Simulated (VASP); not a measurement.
# Pb: restarted molecular dynamics, 2 variants

Pb, Fm-3m (no. 225), 12 atoms in the cell. PBE, molecular dynamics; PAW potentials Pb (PBE set).

| Restart from | Temperature at the end (K) | The same without a restart (K) | Potential energy at the end (eV/atom) | The same without a restart (eV/atom) | Electronic steps in the first step after the restart | Time (s) |
|---|---|---|---|---|---|---|
| CONTCAR with velocities, WAVECAR read | 1056.0 | 1056.0 | -3.45712 | -3.45712 | 4 | 340 |
| CONTCAR with velocities, no WAVECAR | 1056.0 | 1056.0 | -3.45712 | -3.45712 | 13 | 388 |

Limits: 240 fs of 12 atoms are too short for converged averages.

## Input of the first row

INCAR.step1:
```
SYSTEM = Pb
ALGO = Fast ; EDIFF = 1E-6
ENCUT = 200 ; GGA = PE
IBRION = 0 ; ISIF = 2
ISMEAR = -1 ; ISYM = 0
KPAR = 2 ; LASPH = .TRUE.
LCHARG = .FALSE. ; LREAL = Auto
LWAVE = .TRUE. ; MDALGO = 2
NELM = 60 ; NELMIN = 4
NSW = 30 ; POTIM = 4.0
PREC = Normal ; RANDOM_SEED = 551299 0 0
SIGMA = 0.069 ; SMASS = 0
TEBEG = 1600
```

INCAR.step2, as INCAR.step1 but for:
```
- LWAVE = .TRUE.
+ LWAVE = .FALSE.
```

KPOINTS:
```
k-points
0
Monkhorst-Pack
  2 2 2
```

POSCAR.step1:
```
Pb
1.0
    0.0000000000      4.9500400000      4.9500400000
    4.9500400000      0.0000000000      4.9500400000
    7.4250600000      7.4250600000      0.0000000000
Pb
12
Direct
    0.0000000000      0.0000000000      0.0000000000
    0.0000000000      0.0000000000      0.3333333333
    0.0000000000      0.0000000000      0.6666666667
    0.0000000000      0.5000000000      0.0000000000
    0.0000000000      0.5000000000      0.3333333333
    0.0000000000      0.5000000000      0.6666666667
    0.5000000000      0.0000000000      0.0000000000
    0.5000000000      0.0000000000      0.3333333333
    0.5000000000      0.0000000000      0.6666666667
    0.5000000000      0.5000000000      0.0000000000
    0.5000000000      0.5000000000      0.3333333333
    0.5000000000      0.5000000000      0.6666666667
```

Commands (each step's output is kept before the next begins):
```
cat potpaw_PBE.64/Pb/POTCAR > POTCAR
cp INCAR.step1 INCAR
cp POSCAR.step1 POSCAR
mpirun -np 2 vasp_std > vasp.out
cp CONTCAR POSCAR
cp INCAR.step2 INCAR
mpirun -np 2 vasp_std > vasp.out
```

Changes of the last row against the first:
```
(step 1)
- LWAVE = True
+ LWAVE = False
```

VASP 6.6.1 took 340 s on 2 cores (AMD EPYC 7R43 (Zen 3)), a shared host.
